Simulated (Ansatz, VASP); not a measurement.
Sr in VASP and in Ansatz

```
CELL_PARAMETERS angstrom
-2.40221 2.40221 2.40221
2.40221 -2.40221 2.40221
2.40221 2.40221 -2.40221
ATOMIC_POSITIONS crystal
Sr 0.00000 0.00000 0.00000
```

This isn't the form of Sr at room conditions, which is fcc.

Alike in both runs: task single point; functional PBE; k mesh 10 × 10 × 10; occupations fermi-dirac, width 0.05 eV; collinear spin.

|  | VASP | Ansatz |
| --- | --- | --- |
| version | VASP 6.6.1 | Ansatz 0.2.0 |
| potentials or method | VASP PAW PBE potentials, release 64 (Sr_sv), cutoff 520 eV | all-electron LAPW, scalar-relativistic |

```tsv
	VASP	Ansatz	Ansatz less VASP
gap on the k mesh at the Fermi level (eV)	none	none	-
pressure (GPa)	-0.3	-0.3	0.00
net moment per atom (μB)	0.00	0.00	0.000
```

A gap of «none» marks a metal or a gap that the smearing closes. Ansatz ran all-electron here, so the differences hold the error of VASP's frozen core and of both bases. Ansatz warned: «seeded_moment_not_kept».
